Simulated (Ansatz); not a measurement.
# C (Fd-3m, 2 atoms in the cell): modes against uniaxial strain along [001], part 2 of 2

Aim: how do the optical modes of C (Fd-3m, 2 atoms in the cell) shift and split under this strain?

Ansatz 0.2.0; DFT PBE, scalar-relativistic, plane waves, PAW; PAW set soft_1.

So far, mean high-frequency dielectric constant: step 4 (modes at rest) 5.85; step 6 (strain 4 %) 5.92.

## Step 8: Zone-centre modes of the member: uniaxial strain of -4 % along [001]

The zone-centre modes follow for uniaxial strain of -4 % along [001], with the response to a field.

Input file input.yaml:

```yaml
crystal:
  lattice:
    - [0.0, 1.7951048337, 1.7143819866]
    - [1.7951048337, 0.0, 1.7143819866]
    - [1.7951048337, 1.7951048337, 0.0]
  atoms:
    - { symbol: C, position: [0.5, 0.5, 0.5] }
    - { symbol: C, position: [0.75, 0.75, 0.75] }
kpoints:
  mp_grid: { grid: [12, 12, 12] }
hamiltonian:
  xc: pbe
  pseudopotentials: { kind: paw, azcp: { folder: soft_1 } }
scf:
  occupations: { method: fixed }
output:
  eigenvalues: true
phonons:
  method: dfpt
  dielectric: true
  rigid_motions: translations
```

Command:

```console
$ ansatz run input.yaml --threads 4 --pin off --max-ram 10240MiB --backend cpu --events-out ev --progress --plain --runs-dir out
```

Run time: 39 s. Hardware: 4 threads of Intel Xeon at 2.50GHz (Skylake/Cascade Lake), shared host; peak memory 0.76 GiB; 2.3 min of CPU time.

Numbers from this step:

```
sum-rule residual before enforcement                    : 1.48e-5 eV/Å²
miss of the charge sum rule                             : 5.30e-4 e
estimated error of the dielectric tensor                : 0.01596
estimated error of the Born charges                     : 0.004398 e
highest optical mode at the zone centre (no LO-TO term) : 1345 cm⁻¹
lowest optical zone-centre mode                         : 1315 cm⁻¹
mean high-frequency dielectric constant                 : 5.825
mean static dielectric constant                         : 5.825
top of the zone-centre spectrum with the field          : 1345 cm⁻¹
```

Patterns of degenerate modes are one choice out of their space. Modes at Γ:

```
mode  frequency (cm⁻¹)  symmetry
   1               0.0  acoustic
   2               0.0  acoustic
   3               0.0  acoustic
   4            1315.1        Eg
   5            1315.1        Eg
   6            1344.7       B1g
```

The lowest optical mode is real, 1315 cm⁻¹, and the highest lies at 1344.7 cm⁻¹.

## Step 9: The series together

The members are set side by side, also those not shown above.

Stress is positive in compression; energies are extrapolated to zero smearing, and E0 is that at rest; the axis is the direction of the strain; the edges not held and the atoms are relaxed in each cell. State of the crystal along the series:

```
strain (%)  stress along the axis (GPa)  free strain along [100] (%)  free strain along [010] (%)  E - E0 (meV/atom)  gap on mesh (eV)  ε∞ along the axis  ε∞ across the axis, mean
        -4                         41.9                       0.5202                       0.5202              29.77             3.058              5.497                     5.989
        -3                        31.28                       0.3713                       0.3713              16.66             3.339               5.58                      5.95
        -2                        20.74                       0.2351                       0.2351              7.347             3.614              5.667                     5.914
        -1                         10.3                       0.1114                       0.1114              1.824             3.886              5.757                     5.881
         0                     -1.70e-4                            0                            0                  0             4.151              5.851                     5.851
         1                       -10.16                     -0.09963                     -0.09963              1.799             3.995              5.948                     5.823
         2                       -20.17                      -0.1878                      -0.1878               7.17             3.844              6.049                     5.798
         3                       -29.99                      -0.2648                      -0.2648              16.06             3.697              6.153                     5.775
         4                       -39.62                      -0.3306                      -0.3306              28.36             3.554              6.262                     5.755
```

Optical modes are counted from below at rest and tracked from member to member by their patterns, and modes that stay within 0.3 cm⁻¹ of each other stand once; labels, where given, are those at rest; the edges not held and the atoms are relaxed in each cell. Optical modes along the series:

```
strain (%)  optical mode 1 T2g, singlet (cm⁻¹)  optical mode 2 T2g, doublet (cm⁻¹)
        -4                                1345                                1315
        -3                                1332                                1309
        -2                                1318                                1303
        -1                                1304                                1296
         0                                1289                                1289
         1                                1273                                1281
         2                                1257                                1273
         3                                1240                                1264
         4                                1222                                1256
```

Value and slope at zero strain of a cubic (a lower polynomial where under five rows exist) through the rows within 2 % of rest. Slopes at rest:

```
                       mode  frequency (cm⁻¹)  shift per percent of strain (cm⁻¹)  shift per GPa of compressive stress (cm⁻¹)
optical mode 1 T2g, singlet              1289                              -15.36                                         1.5
optical mode 2 T2g, doublet              1289                               -7.56                                        0.74
```

## Step 10: Outcome

| Property | Result |
| --- | --- |
| members | 9 |
| highest optical mode at the zone centre (no LO-TO term), at rest | 1289 cm⁻¹ |
| Young’s modulus along [001] | 1024 GPa |
| optical mode 1 T2g, singlet, shift per percent | -15.36 cm⁻¹ |
| optical mode 2 T2g, doublet, shift per percent | -7.56 cm⁻¹ |

In words: The stress changes by 10.24 GPa for each percent, a Young’s modulus of 1024 GPa along [001]. For each percent the free edge responds with -0.11 %. The strain lowers the symmetry: the level at 1289.1 cm⁻¹ splits, into 1344.7 and 1315.1 cm⁻¹ at -4 %. The fastest shift in the table of slopes is -15.4 cm⁻¹ for each percent (optical mode 1 T2g, singlet), or 1.5 cm⁻¹ for each GPa of compressive stress. For small strain, the measured shift of a line that Raman or infrared light can see, divided by its slope, estimates the stress, if the state of stress is of this kind. These are harmonic frequencies at zero temperature: anharmonic shifts, linewidths and thermal expansion are left out. Only the zone centre was solved, so an instability at another wavevector cannot show here.

[Logs are printed without paths, hosts, clocks, repeated set-up lines and the standing remarks that a program may print on its own settings, such as how far it seeks lower states.]

[Hosts, paths, dates, database ids (printed as entryN), source tags and the programs' standing remarks are cut or masked in the printed files.]
